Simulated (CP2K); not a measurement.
SiO2:

```xyz
12
Lattice="4.9756 0.0000 0.0000 0.0000 4.9756 0.0000 0.0000 0.0000 6.9009" Properties=species:S:1:pos:R:3 pbc="T T T"
Si    3.9966    3.9966    3.4504
Si    3.4668    1.5088    1.7252
Si    1.5088    3.4668    5.1757
Si    0.9790    0.9790    0.0000
O     3.7902    0.5492    2.9815
O     4.4263    1.1854    0.4690
O     0.5492    3.7902    3.9194
O     1.3024    1.9386    5.6446
O     1.1854    4.4263    6.4319
O     3.6732    3.0370    2.1942
O     1.9386    1.3024    1.2562
O     3.0370    3.6732    4.7067
```

The cell comes from a database or a generator and needn't be the stable form of this composition.

Base run:

| Item | Value |
| --- | --- |
| Program | CP2K 2026.2 |
| Functional | vdW-DF2 |
| Potentials or basis | POTENTIAL_UZH Si GTH-PBE-q4, O GTH-PBE-q6; DZVP-MOLOPT-PBE-GTH basis |
| Density cutoff | 11565 eV |
| k mesh | 4 × 4 × 3 |
| Occupations | fermi-dirac, width 0.05 eV |
| Spin | no spin polarisation |

Its results: pressure 4.5 GPa.

Problem. The run is repeated on the same cell with these changes: functional from vdW-DF2 to OLYP. What comes out?

Solution. Pressure 3.4 GPa.

Caveats: the potentials were made for another functional, which shifts forces and pressure; the basis of atomic orbitals isn't converged, which shifts pressures, moduli and gaps.
